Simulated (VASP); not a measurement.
A run of VASP 6.6.1 is set up as follows.

Contents of POSCAR:

```
Sr8Ti8O23                               
1.0
    7.8804100000      0.0000000000      0.0000000000
    0.0000000000     -7.8804100000      0.0000000000
    0.0000000000      0.0000000000     -7.8804100000
  Sr              Ti              O             
     8     8    23
Direct
     0.2503114561336267    0.2408614317576390    0.2419682757791927
     0.2502363617452363    0.2406585644910668    0.7577003073993099
     0.2504613581881120    0.7573734591604416    0.2409977564361674
     0.2503791077813373    0.7575760620674594    0.7586712041802421
     0.7502937617830880    0.2400712030791439    0.2413822667016461
     0.7503106893546225    0.2399554437480158    0.7581263093359587
     0.7502839280311631    0.7572358351672903    0.2408527641035770
     0.7503026292597343    0.7573563601617825    0.7586476888687388
     0.9836122308001133    0.4977478132332056    0.4997008330346032
     0.0040138732702687    0.4992220000363413    0.9995594238976439
     0.0039815258699112    0.9965333233943229    0.4998071748469119
     0.0001914539870886    0.9992745845295004    0.9998551133692035
     0.5179667672793561    0.4980762082545802    0.4994855492462639
     0.4961380661628909    0.4990999399512894    0.9991638130021864
     0.4961350191079635    0.9971323160773148    0.4998901312375043
     0.5007711718356207    0.9992734063873069    0.9998859590804821
     0.2506864777160419    0.4998993946297505    0.9999367180138041
     0.2506684643890085    0.9996107923798873    0.4999874412377683
     0.2503524398744417    0.9997788731740785    0.9999660288325953
     0.7508616275919143    0.4985733694556755    0.4996602307231077
     0.7508165838902164    0.4999253138188012    0.9999313832893615
     0.7507711992949999    0.9995275573364586    0.4999937455805346
     0.7502484694151771    0.9997562411141168    0.9999609751933243
     0.0192944450519708    0.2575167788025027    0.5000744220619474
     0.9988497494869718    0.2504814290839989    0.9999845821249451
     0.0184578068345032    0.7433351716173906    0.5000755975208875
     0.9988802885161642    0.7494460656174784    0.9999827568276364
     0.4825100869056900    0.2573958609504852    0.5001564211771856
     0.5020124005481191    0.2504931830673731    0.9999595165317454
     0.4832386803375625    0.7431076383997014    0.5001572443282567
     0.5019864515366252    0.7494115730385102    0.9999536532116331
     0.0190972238317287    0.5005365781617993    0.2572108431688608
     0.0189357659449430    0.5005388538461176    0.7428773240443394
     0.9988480827606937    0.9998039708349499    0.2504937722492910
     0.9988516286845200    0.9998036570127367    0.7495142655944462
     0.4828183164846457    0.5003917488368561    0.2572878778702794
     0.4829983606876044    0.5003887877247684    0.7429730416745913
     0.5020168681078410    0.9997748379073300    0.2505219307770439
     0.5020145315184802    0.9997763816925355    0.7494864774467805
```

Contents of INCAR.step1:

```
SYSTEM = Sr8Ti8O23
ALGO = Normal
EDIFF = 1E-5
ENCUT = 400
GGA = PE
ICORELEVEL = 1
ISIF = 2
ISMEAR = 0
LASPH = .TRUE.
LCHARG = .FALSE.
LREAL = Auto
LWAVE = .TRUE.
NBANDS = 182
NELECT = 312.0
NELM = 80
PREC = Normal
SIGMA = 0.01
```

The input INCAR.step2:

```
SYSTEM = Sr8Ti8O23
ALGO = Normal
EDIFF = 1E-6
ENCUT = 400
GGA = PE
HFSCREEN = 0.2
ICORELEVEL = 1
ISIF = 2
ISMEAR = 0
ISTART = 1
LASPH = .TRUE.
LCHARG = .FALSE.
LHFCALC = .TRUE.
LREAL = Auto
LWAVE = .FALSE.
NBANDS = 182
NELECT = 312.0
NELM = 80
PREC = Normal
PRECFOCK = Fast
SIGMA = 0.01
```

File KPOINTS:

```
k-points
0
G
  1 1 1
  0 0 0
```

Potentials or basis: VASP PAW PBE potentials, release 64 (Sr_sv, Ti_sv, O).

Launch:

```sh
$ cat potpaw_PBE.64/Sr_sv/POTCAR potpaw_PBE.64/Ti_sv/POTCAR potpaw_PBE.64/O/POTCAR > POTCAR
$ cp INCAR.step1 INCAR
$ mpirun -np 8 vasp_gam > vasp.out
$ cp INCAR.step2 INCAR
$ mpirun -np 8 vasp_gam > vasp.out
```

Task: Estimate the band gap on the k mesh.

Result: 3.02 eV, direct.

Task: What does it give for the largest force?

Result: 1.870 eV/Å.

Core levels (eV, on the scale of the bands):
| atom | levels |
| --- | --- |
| 1 Sr | 1s -15923.3, 2s -2145.8, 2p -1905.2, 3s -321.7, 3p -244.1, 3d -116.0 |
| 2 Sr | 1s -15923.3, 2s -2145.8, 2p -1905.2, 3s -321.7, 3p -244.1, 3d -116.0 |
| 3 Sr | 1s -15923.3, 2s -2145.8, 2p -1905.2, 3s -321.7, 3p -244.1, 3d -116.0 |
| 4 Sr | 1s -15923.3, 2s -2145.8, 2p -1905.2, 3s -321.7, 3p -244.1, 3d -116.0 |
| 5 Sr | 1s -15923.7, 2s -2146.2, 2p -1905.6, 3s -322.1, 3p -244.4, 3d -116.3 |
| 6 Sr | 1s -15923.7, 2s -2146.2, 2p -1905.6, 3s -322.1, 3p -244.4, 3d -116.3 |

Caveat: the cell is charged against a uniform background, so pressure and absolute levels hang on convention; the PAW data sets were made with another functional, which shifts forces and pressure a little.
